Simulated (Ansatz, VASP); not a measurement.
**Ir: VASP beside Ansatz**

Contents of INCAR:

```
SYSTEM = Ir
PREC = Accurate ; ENCUT = 520
EDIFF = 1E-7 ; ISMEAR = 0
SIGMA = 0.022 ; LREAL = .FALSE.
LASPH = .TRUE. ; NELM = 60
ALGO = Normal ; ISIF = 2
LWAVE = .FALSE. ; LCHARG = .FALSE.
GGA = PE ; NBANDS = 10
```

KPOINTS

```
Automatic mesh
0
G
  12 12 12
  0 0 0
```

The input POSCAR:

```
Ir
1.0
    0.0000000000      1.9156000000      1.9156000000
    1.9156000000      0.0000000000      1.9156000000
    1.9156000000      1.9156000000      0.0000000000
Ir
1
Direct
    0.0000000000      0.0000000000      0.0000000000
```

input.yaml

```yaml
crystal:
  lattice:
    - [0.0, 1.9156, 1.9156]
    - [1.9156, 0.0, 1.9156]
    - [1.9156, 1.9156, 0.0]
  atoms:
    - { symbol: Ir, position: [0.0, 0.0, 0.0] }
hamiltonian:
  xc: pbe
  pseudopotentials: { kind: paw }
kpoints:
  mp_grid: { grid: [12, 12, 12] }
scf:
  occupations: { method: gaussian, width: 0.022 }
output:
  forces: true
  stress: true
  eigenvalues: true
```

Alike in both runs: task single point; functional PBE; k mesh 12 × 12 × 12; occupations gaussian, width 0.022 eV; no spin polarisation.

|  | VASP | Ansatz |
| --- | --- | --- |
| version | VASP 6.6.1 | Ansatz 0.2.0 |
| potentials or method | VASP PAW PBE potentials, release 64 (Ir) | Ansatz PAW |
| plane-wave cutoff (eV) | 520 | 420 |
| valence electrons in the cell | 9 | 17 |

```tsv
	VASP	Ansatz	Ansatz less VASP
gap on the k mesh at the Fermi level (eV)	none	none	-
pressure (GPa)	11.8	11.1	-0.65
```

A gap of «none» marks a metal or a gap that the smearing closes. The two sets of potentials don't hold the same shells in valence.

Spin-orbit coupling is left out, which matters for the levels of Ir.
